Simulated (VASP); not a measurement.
Here is the system:

```
CELL_PARAMETERS angstrom
      0.00000     3.01000     3.01000
      3.01000     0.00000     3.01000
      3.01000     3.01000     0.00000
ATOMIC_POSITIONS crystal
  Li 0.00000 0.00000 0.00000
  I  0.50000 0.50000 0.50000
```

Level of theory: eigenvalue-self-consistent GW0 on PBE orbitals, VASP's PBE PAW potentials (set 64) (plane waves; VASP). Numerical set-up: PREC = Normal, 500 eV cut-off, 4×4×4 Γ-centred mesh, Gaussian smearing of 0.010 eV, potentials Li_sv_GW I_GW.

The mesh is coarse and the basis finite, so the quasiparticle values are not converged.

NBANDS = 160, ENCUTGW = 200 eV, NOMEGA = 64, 4 updates of the levels in G. The PBE levels (eV) are:

| state | KS energy | filling |
|---|---|---|
| k1 (0.00, 0.00, 0.00), band 2 | -9.70 | 2 |
| k1 (0.00, 0.00, 0.00), band 3 | 1.92 | 2 |
| k1 (0.00, 0.00, 0.00), band 4 | 1.92 | 2 |
| k1 (0.00, 0.00, 0.00), band 5 | 1.92 | 2 |
| k1 (0.00, 0.00, 0.00), band 6 | 6.16 | 0 |
| k1 (0.00, 0.00, 0.00), band 7 | 10.25 | 0 |
| k1 (0.00, 0.00, 0.00), band 8 | 10.25 | 0 |
| k1 (0.00, 0.00, 0.00), band 9 | 10.25 | 0 |
| k3 (0.50, 0.00, 0.00), band 2 | -9.19 | 2 |
| k3 (0.50, 0.00, 0.00), band 3 | -1.03 | 2 |
| k3 (0.50, 0.00, 0.00), band 4 | 1.65 | 2 |
| k3 (0.50, 0.00, 0.00), band 5 | 1.65 | 2 |
| k3 (0.50, 0.00, 0.00), band 6 | 6.50 | 0 |
| k3 (0.50, 0.00, 0.00), band 7 | 8.14 | 0 |
| k3 (0.50, 0.00, 0.00), band 8 | 8.14 | 0 |
| k3 (0.50, 0.00, 0.00), band 9 | 11.63 | 0 |
| k7 (0.50, 0.50, 0.00), band 2 | -8.98 | 2 |
| k7 (0.50, 0.50, 0.00), band 3 | -0.95 | 2 |
| k7 (0.50, 0.50, 0.00), band 4 | 0.73 | 2 |
| k7 (0.50, 0.50, 0.00), band 5 | 0.73 | 2 |
| k7 (0.50, 0.50, 0.00), band 6 | 6.28 | 0 |
| k7 (0.50, 0.50, 0.00), band 7 | 7.39 | 0 |
| k7 (0.50, 0.50, 0.00), band 8 | 12.32 | 0 |
| k7 (0.50, 0.50, 0.00), band 9 | 12.32 | 0 |

Task: Give the quasiparticle energies and renormalisation factors Z.

Result: 
```json
[
 {"state": "k1 (0.00, 0.00, 0.00), band 2", "QP energy (eV)": "-11.44", "Z": "0.73"},
 {"state": "k1 (0.00, 0.00, 0.00), band 3", "QP energy (eV)": "0.35", "Z": "0.79"},
 {"state": "k1 (0.00, 0.00, 0.00), band 4", "QP energy (eV)": "0.35", "Z": "0.79"},
 {"state": "k1 (0.00, 0.00, 0.00), band 5", "QP energy (eV)": "0.35", "Z": "0.79"},
 {"state": "k1 (0.00, 0.00, 0.00), band 6", "QP energy (eV)": "6.72", "Z": "0.81"},
 {"state": "k1 (0.00, 0.00, 0.00), band 7", "QP energy (eV)": "10.79", "Z": "0.80"},
 {"state": "k1 (0.00, 0.00, 0.00), band 8", "QP energy (eV)": "10.79", "Z": "0.80"},
 {"state": "k1 (0.00, 0.00, 0.00), band 9", "QP energy (eV)": "10.79", "Z": "0.80"},
 {"state": "k3 (0.50, 0.00, 0.00), band 2", "QP energy (eV)": "-10.80", "Z": "0.75"},
 {"state": "k3 (0.50, 0.00, 0.00), band 3", "QP energy (eV)": "-2.91", "Z": "0.76"},
 {"state": "k3 (0.50, 0.00, 0.00), band 4", "QP energy (eV)": "0.04", "Z": "0.79"},
 {"state": "k3 (0.50, 0.00, 0.00), band 5", "QP energy (eV)": "0.04", "Z": "0.79"},
 {"state": "k3 (0.50, 0.00, 0.00), band 6", "QP energy (eV)": "6.99", "Z": "0.81"},
 {"state": "k3 (0.50, 0.00, 0.00), band 7", "QP energy (eV)": "8.76", "Z": "0.80"},
 {"state": "k3 (0.50, 0.00, 0.00), band 8", "QP energy (eV)": "8.76", "Z": "0.80"},
 {"state": "k3 (0.50, 0.00, 0.00), band 9", "QP energy (eV)": "12.25", "Z": "0.75"},
 {"state": "k7 (0.50, 0.50, 0.00), band 2", "QP energy (eV)": "-10.55", "Z": "0.75"},
 {"state": "k7 (0.50, 0.50, 0.00), band 3", "QP energy (eV)": "-2.80", "Z": "0.76"},
 {"state": "k7 (0.50, 0.50, 0.00), band 4", "QP energy (eV)": "-0.97", "Z": "0.78"},
 {"state": "k7 (0.50, 0.50, 0.00), band 5", "QP energy (eV)": "-0.97", "Z": "0.78"},
 {"state": "k7 (0.50, 0.50, 0.00), band 6", "QP energy (eV)": "6.77", "Z": "0.81"},
 {"state": "k7 (0.50, 0.50, 0.00), band 7", "QP energy (eV)": "7.75", "Z": "0.81"},
 {"state": "k7 (0.50, 0.50, 0.00), band 8", "QP energy (eV)": "13.05", "Z": "0.76"},
 {"state": "k7 (0.50, 0.50, 0.00), band 9", "QP energy (eV)": "13.05", "Z": "0.76"}
]
```
On the mesh the gap opens from 4.23 to 6.37 eV.

The compound is LiI in the rock salt structure. The cell was not relaxed at this level. The k-mesh is coarse (spacing up to 0.45 per Å, 2π included), so the numbers may not be converged in it.
